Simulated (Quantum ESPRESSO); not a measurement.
# CoO (P-6m2) in Quantum ESPRESSO: further runs

The runs below take CoO through single point, with LDA+U.

All numbers are computed with Quantum ESPRESSO 7.5; they aren't measurements. Logs are shortened: lines on timing, memory, paths and dates and some standing lists are left out, and cuts for length are marked.

### 1 The structure

Symmetry: P-6m2, No. 187, hexagonal system. The conventional cell has a = 2.856 Å, b = 2.856 Å, c = 2.788 Å, α = 90.00°, β = 90.00°, γ = 120.00°. Co (site symmetry -6m2) has 6 O at 2.16 Å as nearest neighbours. Around O (site symmetry -6m2) lie 6 Co at 2.16 Å.

Measurements of this composition are mostly on another form, of space group No. 225.

### 2 Single point, LDA+U, collinear spin, ferromagnetic start

File pw.in:

```
&CONTROL
  calculation = 'scf'
  prefix = 'pwscf'
  outdir = './tmp'
  pseudo_dir = './pseudo'
  tprnfor = .true.
  tstress = .true.
  disk_io = 'nowf'
/
&SYSTEM
  ibrav = 0
  A = 2.85629923
  nat = 2
  ntyp = 2
  ecutwfc = 55
  ecutrho = 440
  nbnd = 21
  input_dft = 'pz'
  occupations = 'smearing'
  smearing = 'fd'
  degauss = 0.00367493
  nspin = 2
  starting_magnetization(1) = 0.1176
  starting_magnetization(2) = 0
/
&ELECTRONS
  conv_thr = 4d-10
  electron_maxstep = 120
  mixing_beta = 0.3
/
ATOMIC_SPECIES
Co    58.9332 Co_pbe_v1.2.uspp.F.UPF
O     15.9990 O.pbe-n-kjpaw_psl.0.1.UPF
CELL_PARAMETERS alat
   1.0000000000    0.0000000000    0.0000000000
  -0.4999999982    0.8660254024    0.0000000000
   0.0000000000    0.0000000000    0.9759504539
ATOMIC_POSITIONS alat
Co     0.0000000000    0.0000000000    0.0000000000
O      0.5000000006    0.2886751341    0.4879752270
K_POINTS automatic
11 11 10 0 0 0
HUBBARD {ortho-atomic}
U Co-3d 5.0
```

Potentials or basis: SSSP 1.3 efficiency PBE.

On the command line:

```
$ OMP_NUM_THREADS=1 pw.x -in pw.in > pw.out
```

pw.out:

```text
This program is part of the open-source Quantum ESPRESSO suite
     for quantum simulation of materials; please cite
         "P. Giannozzi et al., J. Phys.:Condens. Matter 21 395502 (2009);
         "P. Giannozzi et al., J. Phys.:Condens. Matter 29 465901 (2017);
         "P. Giannozzi et al., J. Chem. Phys. 152 154105 (2020);
     in publications or presentations arising from this work. More details at

     file O.pbe-n-kjpaw_psl.0.1.UPF: wavefunction(s)  2P renormalized

     IMPORTANT: XC functional enforced from input :
     Exchange-correlation= PZ
                           (   1   1   0   0   0   0   0)
     Any further DFT definition will be discarded
     Please, verify this is what you really want

     Message from routine setup:
     using ibrav=0 with symmetry is DISCOURAGED, use correct ibrav instead

     G-vector sticks info
     --------------------
     sticks:   dense  smooth     PW     G-vecs:    dense   smooth      PW
     Sum         877     439    139                20639     7339    1305

     Using Slab Decomposition

     bravais-lattice index     =            0
     lattice parameter (alat)  =       5.3976  a.u.
     unit-cell volume          =     132.9126 (a.u.)^3
     number of atoms/cell      =            2
     number of atomic types    =            2
     number of electrons       =        23.00
     number of Kohn-Sham states=           21
     kinetic-energy cutoff     =      55.0000  Ry
     charge density cutoff     =     440.0000  Ry
     scf convergence threshold =      4.0E-10
     mixing beta               =       0.3000
     number of iterations used =            8  plain     mixing
     Exchange-correlation= PZ
                           (   1   1   0   0   0   0   0)
     Hubbard projectors: ortho-atomic
     Hubbard parameters of DFT+U (Dudarev formulation) in eV:
     U(Co-3d) =  5.0000

     Internal variables: lda_plus_u =T, lda_plus_u_kind = 0

     Internal variables: orbital_resolved =F, hub_pot_fix =F, apply_U = F

     celldm(1)=   5.397623  celldm(2)=   0.000000  celldm(3)=   0.000000
     celldm(4)=   0.000000  celldm(5)=   0.000000  celldm(6)=   0.000000

     crystal axes: (cart. coord. in units of alat)
               a(1) = (   1.000000   0.000000   0.000000 )
               a(2) = (  -0.500000   0.866025   0.000000 )
               a(3) = (   0.000000   0.000000   0.975950 )

     reciprocal axes: (cart. coord. in units 2 pi/alat)
               b(1) = (  1.000000  0.577350 -0.000000 )
               b(2) = (  0.000000  1.154701  0.000000 )
               b(3) = (  0.000000 -0.000000  1.024642 )

     PseudoPot. # 1 for Co read from file:
     Co_pbe_v1.2.uspp.F.UPF
     Pseudo is Ultrasoft + core correction, Zval = 17.0
     Generated by new atomic code, or converted to UPF format
     Using radial grid of  863 points,  6 beta functions with:
                l(1) =   0
                l(2) =   0
                l(3) =   1
                l(4) =   1
                l(5) =   2
                l(6) =   2
     Q(r) pseudized with  8 coefficients,  rinner =    1.200   1.200   1.200
                                                       1.200   1.200

     PseudoPot. # 2 for O  read from file:
     O.pbe-n-kjpaw_psl.0.1.UPF
     Pseudo is Projector augmented-wave + core cor, Zval =  6.0
     Generated using "atomic" code by A. Dal Corso  v.5.0.99 svn rev. 10869
     Shape of augmentation charge: BESSEL
     Using radial grid of 1095 points,  4 beta functions with:
                l(1) =   0
                l(2) =   0
                l(3) =   1
                l(4) =   1
     Q(r) pseudized with 0 coefficients

     atomic species   valence    mass     pseudopotential
     Co               17.00    58.93320     Co( 1.00)
     O                 6.00    15.99900     O ( 1.00)

     Starting magnetic structure
     atomic species   magnetization
     Co              0.118
     O               0.000

     12 Sym. Ops. (no inversion) found

   Cartesian axes

     site n.     atom                  positions (alat units)
         1        Co     tau(   1) = (   0.0000000   0.0000000   0.0000000  )
         2        O      tau(   2) = (   0.5000000   0.2886751   0.4879752  )

     number of k points=    96  Fermi-Dirac smearing, width (Ry)=  0.0037
                       cart. coord. in units 2pi/alat
        k(    1) = (   0.0000000   0.0000000   0.0000000), wk =   0.0008264
        k(    2) = (   0.0000000   0.0000000   0.1024642), wk =   0.0016529
        k(    3) = (   0.0000000   0.0000000   0.2049284), wk =   0.0016529
        k(    4) = (   0.0000000   0.0000000   0.3073927), wk =   0.0016529
        k(    5) = (   0.0000000   0.0000000   0.4098569), wk =   0.0016529
        k(    6) = (   0.0000000   0.0000000  -0.5123211), wk =   0.0008264
[... 88 lines left out ...]
        k(   95) = (   0.2727273   0.5773503   0.4098569), wk =   0.0099174
        k(   96) = (   0.2727273   0.5773503  -0.5123211), wk =   0.0049587

     Dense  grid:    20639 G-vectors     FFT dimensions: (  40,  40,  36)

     Smooth grid:     7339 G-vectors     FFT dimensions: (  25,  25,  25)

     Check: negative core charge=   -0.000026
     Generating pointlists ...
     new r_m :   0.3118 (alat units)  1.6831 (a.u.) for type    1
     new r_m :   0.3118 (alat units)  1.6831 (a.u.) for type    2

     Initial potential from superposition of free atoms

     starting charge      22.0000, renormalised to      23.0000

     STARTING HUBBARD OCCUPATIONS:

     =================== HUBBARD OCCUPATIONS ===================
     ------------------------ ATOM    1 ------------------------
     Tr[ns(  1)] (up, down, total) =   5.00000  2.00000  7.00000
     Atomic magnetic moment for atom   1 =   3.00000
     SPIN  1
     eigenvalues:
       1.000  1.000  1.000  1.000  1.000
     eigenvectors (columns):
       1.000  0.000  0.000  0.000  0.000
       0.000  1.000  0.000  0.000  0.000
       0.000  0.000  1.000  0.000  0.000
       0.000  0.000  0.000  1.000  0.000
       0.000  0.000  0.000  0.000  1.000
     occupation matrix ns (before diag.):
       1.000  0.000  0.000  0.000  0.000
       0.000  1.000  0.000  0.000  0.000
       0.000  0.000  1.000  0.000  0.000
       0.000  0.000  0.000  1.000  0.000
       0.000  0.000  0.000  0.000  1.000
     SPIN  2
     eigenvalues:
       0.400  0.400  0.400  0.400  0.400
     eigenvectors (columns):
       1.000  0.000  0.000  0.000  0.000
       0.000  1.000  0.000  0.000  0.000
       0.000  0.000  1.000  0.000  0.000
       0.000  0.000  0.000  1.000  0.000
       0.000  0.000  0.000  0.000  1.000
     occupation matrix ns (before diag.):
       0.400  0.000  0.000  0.000  0.000
       0.000  0.400  0.000  0.000  0.000
       0.000  0.000  0.400  0.000  0.000
       0.000  0.000  0.000  0.400  0.000
       0.000  0.000  0.000  0.000  0.400

     Number of occupied Hubbard levels =    7.0000

     Atomic wfc used for Hubbard projectors are orthogonalized

     Starting wfcs are   17 randomized atomic wfcs +    4 random wfcs

     Self-consistent Calculation

     iteration #  1     ecut=    55.00 Ry     beta= 0.30
     Davidson diagonalization with overlap
     ethr =  1.00E-02,  avg # of iterations =  5.2

     =================== HUBBARD OCCUPATIONS ===================
     ------------------------ ATOM    1 ------------------------
     Tr[ns(  1)] (up, down, total) =   4.56300  0.86675  5.42975
     Atomic magnetic moment for atom   1 =   3.69625
     SPIN  1
     eigenvalues:
       0.884  0.884  0.893  0.951  0.951
     eigenvectors (columns):
       0.000 -0.000 -1.000  0.000  0.000
      -0.000 -0.000  0.000  0.741  0.671
       0.000 -0.000  0.000 -0.671  0.741
      -0.878 -0.479 -0.000 -0.000  0.000
      -0.479  0.878 -0.000 -0.000  0.000
     occupation matrix ns (before diag.):
       0.893  0.000  0.000  0.000  0.000
       0.000  0.951  0.000 -0.000 -0.000
       0.000  0.000  0.951  0.000  0.000
       0.000 -0.000  0.000  0.884 -0.000
       0.000 -0.000  0.000 -0.000  0.884
     SPIN  2
     eigenvalues:
       0.063  0.063  0.212  0.212  0.318
     eigenvectors (columns):
      -0.000  0.000 -0.000 -0.000  1.000
       0.741 -0.671 -0.000  0.000  0.000
      -0.671 -0.741  0.000  0.000  0.000
       0.000  0.000  0.849 -0.528  0.000
       0.000  0.000  0.528  0.849  0.000
     occupation matrix ns (before diag.):
       0.318  0.000  0.000  0.000  0.000
       0.000  0.063  0.000 -0.000  0.000
       0.000  0.000  0.063  0.000  0.000
       0.000 -0.000  0.000  0.212 -0.000
       0.000  0.000  0.000 -0.000  0.212

     Number of occupied Hubbard levels =    5.4298

     total energy              =    -336.64333136 Ry
     estimated scf accuracy    <       6.68043709 Ry

     total magnetization       =     3.81 Bohr mag/cell
     absolute magnetization    =     3.84 Bohr mag/cell

     iteration #  2     ecut=    55.00 Ry     beta= 0.30
     Davidson diagonalization with overlap
     ethr =  1.00E-02,  avg # of iterations =  2.0

     total energy              =    -337.48582636 Ry
     estimated scf accuracy    <       6.38690430 Ry

     total magnetization       =     0.78 Bohr mag/cell
     absolute magnetization    =     0.83 Bohr mag/cell

     iteration #  3     ecut=    55.00 Ry     beta= 0.30
     Davidson diagonalization with overlap
     ethr =  1.00E-02,  avg # of iterations =  1.0

     total energy              =    -338.49125764 Ry
     estimated scf accuracy    <       0.40949700 Ry

     total magnetization       =     3.05 Bohr mag/cell
     absolute magnetization    =     3.11 Bohr mag/cell

     iteration #  4     ecut=    55.00 Ry     beta= 0.30
     Davidson diagonalization with overlap
     ethr =  1.78E-03,  avg # of iterations =  1.0

     total energy              =    -338.52728598 Ry
     estimated scf accuracy    <       0.11690549 Ry

     total magnetization       =     3.00 Bohr mag/cell
     absolute magnetization    =     3.04 Bohr mag/cell

     iteration #  5     ecut=    55.00 Ry     beta= 0.30
     Davidson diagonalization with overlap
     ethr =  5.08E-04,  avg # of iterations =  1.2

     total energy              =    -338.55522844 Ry
     estimated scf accuracy    <       0.02252916 Ry

     total magnetization       =     3.00 Bohr mag/cell
     absolute magnetization    =     3.03 Bohr mag/cell
[... 65 lines left out ...]
     total energy              =    -338.55672501 Ry
     estimated scf accuracy    <       0.00000002 Ry

     total magnetization       =     3.00 Bohr mag/cell
     absolute magnetization    =     3.04 Bohr mag/cell

     iteration # 13     ecut=    55.00 Ry     beta= 0.30
     Davidson diagonalization with overlap
     ethr =  8.72E-11,  avg # of iterations =  1.0

     total energy              =    -338.55672501 Ry
     estimated scf accuracy    <          1.5E-09 Ry

     total magnetization       =     3.00 Bohr mag/cell
     absolute magnetization    =     3.04 Bohr mag/cell

     iteration # 14     ecut=    55.00 Ry     beta= 0.30
     Davidson diagonalization with overlap
     ethr =  6.73E-12,  avg # of iterations =  1.0

     total energy              =    -338.55672501 Ry
     estimated scf accuracy    <          4.2E-10 Ry

     total magnetization       =     3.00 Bohr mag/cell
     absolute magnetization    =     3.04 Bohr mag/cell

     iteration # 15     ecut=    55.00 Ry     beta= 0.30
     Davidson diagonalization with overlap
     ethr =  1.80E-12,  avg # of iterations =  2.0

     Magnetic moment per site  (integrated on atomic sphere of radius R)
     atom   1 (R=0.312)  charge= 14.6234  magn=  2.6075
     atom   2 (R=0.312)  charge=  5.7798  magn=  0.2966

     End of self-consistent calculation

     =================== HUBBARD OCCUPATIONS ===================
     ------------------------ ATOM    1 ------------------------
     Tr[ns(  1)] (up, down, total) =   4.96463  2.28184  7.24647
     Atomic magnetic moment for atom   1 =   2.68279
     SPIN  1
     eigenvalues:
       0.990  0.990  0.990  0.997  0.997
     eigenvectors (columns):
      -1.000 -0.000  0.000 -0.000 -0.000
       0.000 -0.000 -0.000 -0.741 -0.671
       0.000  0.000 -0.000  0.671 -0.741
       0.000 -0.876 -0.483  0.000 -0.000
       0.000 -0.483  0.876  0.000 -0.000
     occupation matrix ns (before diag.):
       0.990  0.000  0.000  0.000  0.000
       0.000  0.997  0.000 -0.000 -0.000
       0.000  0.000  0.997  0.000  0.000
       0.000 -0.000  0.000  0.990 -0.000
       0.000 -0.000  0.000 -0.000  0.990
     SPIN  2
     eigenvalues:
       0.116  0.116  0.540  0.540  0.970
     eigenvectors (columns):
      -0.000  0.000 -0.000 -0.000  1.000
       0.741 -0.671 -0.000  0.000  0.000
      -0.671 -0.741  0.000  0.000 -0.000
       0.000  0.000  0.858 -0.514  0.000
       0.000  0.000  0.514  0.858  0.000
     occupation matrix ns (before diag.):
       0.970  0.000 -0.000  0.000  0.000
       0.000  0.116  0.000 -0.000  0.000
      -0.000  0.000  0.116  0.000  0.000
       0.000 -0.000  0.000  0.540 -0.000
       0.000  0.000  0.000 -0.000  0.540

     Number of occupied Hubbard levels =    7.2465

     Number of k-points >= 100: set verbosity='high' to print the bands.

     the Fermi energy is    12.6068 ev

!    total energy              =    -338.55672501 Ry
     estimated scf accuracy    <          8.8E-12 Ry
     smearing contrib. (-TS)   =      -0.00061395 Ry
     internal energy E=F+TS    =    -338.55611106 Ry

     The total energy is F=E-TS. E is the sum of the following terms:
     one-electron contribution =    -185.37265862 Ry
     hartree contribution      =     105.29275598 Ry
     xc contribution           =     -39.42712460 Ry
     ewald contribution        =    -210.45058318 Ry
     Hubbard energy            =       0.14055652 Ry
     one-center paw contrib.   =      -8.73905716 Ry

     total magnetization       =     3.00 Bohr mag/cell
     absolute magnetization    =     3.04 Bohr mag/cell

     convergence has been achieved in  15 iterations

     Forces acting on atoms (cartesian axes, Ry/au):

     atom    1 type  1   force =    -0.00000000   -0.00000000    0.00000000
     atom    2 type  2   force =     0.00000000    0.00000000    0.00000000

     Total force =     0.000000     Total SCF correction =     0.000000

     Computing stress (Cartesian axis) and pressure

          total   stress  (Ry/bohr**3)                   (kbar)     P=     -159.62
  -0.00084896   0.00000000   0.00000000         -124.89        0.00        0.00
   0.00000000  -0.00084896   0.00000000            0.00     -124.89        0.00
   0.00000000   0.00000000  -0.00155740            0.00        0.00     -229.10

=------------------------------------------------------------------------------=
   JOB DONE.
=------------------------------------------------------------------------------=
```

It took 55 s on 1 thread of Arm Neoverse V2, shared host; peak memory 0.18 GiB.

What came out:

```yaml
Free_energy: -4606.2989 eV
Pressure: -16.0 GPa
Band_gap_on_the_k_mesh: none (metal or under the smearing width)
Net_moment: 3.00 μB per cell
Absolute_moment: 3.04 μB per cell
Site_moments: Co +2.61; O +0.30 μB
Valence_electrons_inside_the_program's_atomic_spheres: Co 14.62; O 5.78
```

Stress tensor (GPa, compression positive):
```
-12.49   0.00   0.00
  0.00 -12.49   0.00
  0.00   0.00 -22.91
```

Levels at points of the mesh, in eV from the Fermi level:
Spin up:
| k point | band 11 | band 12 | band 13 | band 14 | band 15 | band 16 |
| --- | --- | --- | --- | --- | --- | --- |
| (0.00, 0.00, 0.00) | -2.95 | -1.12 | -1.12 | 0.71 | 14.46 | 16.02 |
| (0.00, 0.00, -0.50) | -3.87 | -1.09 | -1.09 | 6.74 | 7.04 | 20.81 |
Spin down:
```
            k point  band 8  band 9  band 10  band 11  band 12  band 13
 (0.00, 0.00, 0.00)   -3.09   -2.47     1.03     1.03     1.32     2.46
(0.00, 0.00, -0.50)   -1.90   -1.70    -0.87    -0.87     2.74     2.74
```

Eigenvalues of the final occupation matrices:
| site | spin | trace | eigenvalues |
| --- | --- | --- | --- |
| Co 1 3d | 1 | 4.96 | 0.99 0.99 0.99 1.00 1.00 |
| Co 1 3d | 2 | 2.28 | 0.12 0.12 0.54 0.54 0.97 |

Caveat: the potentials were made for another functional, which shifts forces and pressure; a cell with one magnetic atom can't hold antiferromagnetic order, which such compounds often take.

### 3 Single point, LDA+U, collinear spin, ferromagnetic start

Edit pw.in of step 2 so:

```diff
@@ -43,2 +43,2 @@
 HUBBARD {ortho-atomic}
-U Co-3d 5.0
+U Co-3d 6.0
```

Potentials or basis: SSSP 1.3 efficiency PBE.

On the command line:

```
$ OMP_NUM_THREADS=1 pw.x -in pw.in > pw.out
```

Run time: 51 s. Hardware: 1 thread of Arm Neoverse V2, shared host; peak memory 0.18 GiB.

It converged, with:

```
Free energy                                           : -4605.9239 eV
Pressure                                              : -14.6 GPa
Band gap on the k mesh                                : none (metal or under the smearing width)
Net moment                                            : 3.00 μB per cell
Absolute moment                                       : 3.04 μB per cell
Site moments                                          : Co +2.62; O +0.28 μB
Valence electrons inside the program's atomic spheres : Co 14.62; O 5.79
```

Stress tensor (GPa, compression positive):
```
-10.96   0.00   0.00
  0.00 -10.96   0.00
  0.00   0.00 -21.93
```

Levels at points of the mesh, in eV from the Fermi level:
Spin up:
```csv
k point,band 9,band 10,band 11,band 12,band 13,band 14,band 15,band 16,band 17,band 18
"(0.00, 0.00, 0.00)",-5.60,-5.60,-2.85,-1.08,-1.08,0.77,14.52,16.08,16.08,18.10
"(0.00, 0.00, -0.50)",-6.10,-6.10,-4.21,-1.04,-1.04,6.82,7.11,20.86,20.86,21.51
```
Spin down:
```csv
k point,band 7,band 8,band 9,band 10,band 11,band 12,band 13,band 14
"(0.00, 0.00, 0.00)",-3.05,-3.05,-2.38,1.06,1.06,1.37,2.97,2.97
"(0.00, 0.00, -0.50)",-2.08,-1.75,-1.75,-0.88,-0.88,3.19,3.19,7.44
```

Eigenvalues of the final occupation matrices:
| site | spin | trace | eigenvalues |
| --- | --- | --- | --- |
| Co 1 3d | 1 | 4.97 | 0.99 0.99 0.99 1.00 1.00 |
| Co 1 3d | 2 | 2.27 | 0.10 0.10 0.54 0.54 0.97 |

Caveat: the potentials were made for another functional, which shifts forces and pressure; a cell with one magnetic atom can't hold antiferromagnetic order, which such compounds often take. The state reached can hang on the start; a lower one may exist.

(Continued in part 2 of 2.)
